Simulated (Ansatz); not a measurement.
Runs of Ansatz 0.2.0 on Si3N4. It takes space group P-43m (No. 215, cubic). Conventional cell: a = 4.131 Å, b = 4.131 Å, c = 4.131 Å, α = 90.00°, β = 90.00°, γ = 90.00°. Around Si (site symmetry -42m) lie 4 N at 1.77 Å. N (site symmetry 3m) has 3 Si at 1.77 Å as nearest neighbours. The cell was built by a generator and needn't be a form met in nature.

```csv
task,level,potentials or basis,cell,cutoff (eV),points for each segment of the path,gap on the mesh (eV),pressure (GPa)
single point,PBE,Ansatz PAW,as given,420,-,2.75,0.0
single point,PBE,Ansatz PAW,as given,800,-,2.75,0.0
band structure,PBE,Ansatz NC,as given,1240,10,(b),0.4
band structure,PBEsol,Ansatz PAW,as given,420,10,(a),-4.1
relaxation of cell and atoms,BLYP,Ansatz PAW,relaxed,420,-,3.01,0.0
```

Alike in all rows: no spin polarisation; k mesh 7 × 7 × 7; smearing fermi-dirac 0.05 eV.

Q: Fill in the values left out.

A: (a) 2.62; (b) 2.73.

Caveats: odd divisions of the mesh miss points on the zone boundary, where band edges often lie, so the gap on the mesh can be too wide (some runs); the PAW data sets come from PBE, with cores solved anew for the run's functional, which leaves a small shift of forces and pressure (some runs); the potentials were made for another functional, which shifts forces and pressure (some runs); the plane-wave basis is chosen anew once the cell has moved, so the energies of steps on either side of that aren't comparable (some runs).

A k mesh can miss the band edges.

Not every run made on this cell is shown here.
